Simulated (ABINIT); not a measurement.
Runs of ABINIT 10.8.3 (patched build) on Ir. The structure is cubic, space group Fm-3m (No. 225). Conventional cell: a = 3.831 Å, b = 3.831 Å, c = 3.831 Å, α = 90.00°, β = 90.00°, γ = 90.00°. Ir (site symmetry m-3m) has 12 Ir at 2.71 Å as nearest neighbours. 

```csv
task,level,potentials or basis,k mesh,cutoff (eV),fine-grid cutoff,mesh quality,gap on the mesh (eV),pressure (GPa),V0 of scaled cells (Å³/atom),B0 (GPa)
equation of state,revPBE+D3,JTH PAW PBE v2.0,12 × 12 × 12,435,870.764 eV,not flagged,-,-,13.90,388
single point,LDA,JTH PAW LDA v2.0,7 × 7 × 7,463,925.187 eV,coarse,none,(a),-,-
single point,r2SCAN,JTH PAW PBE v2.0,7 × 7 × 7,544,1088.46 eV,coarse,none,4.1,-,-
single point,LDA,JTH PAW LDA v2.0,5 × 5 × 5,463,925.187 eV,coarse,none,-2.2,-,-
equation of state,revPBE+D3(BJ),JTH PAW PBE v2.0,12 × 12 × 12,463,925.187 eV,not flagged,-,-,(b),391
```

Alike in all rows: no spin polarisation; cell as given; smearing fermi-dirac 0.05 eV.

Problem. Fill in the values left out.

Solution. (a) -8.0; (b) 13.96.

Caveats: some runs use coarse meshes; the PAW data sets were made with another functional, which shifts forces and pressure a little (some runs); pressures at fixed basis lie under the slope of the energies (some runs); the atomic spheres overlap (some runs).

A k mesh can miss the band edges, and the runs leave out spin-orbit coupling on Ir.

A gap of «none» marks a metal or a gap under the smearing width.
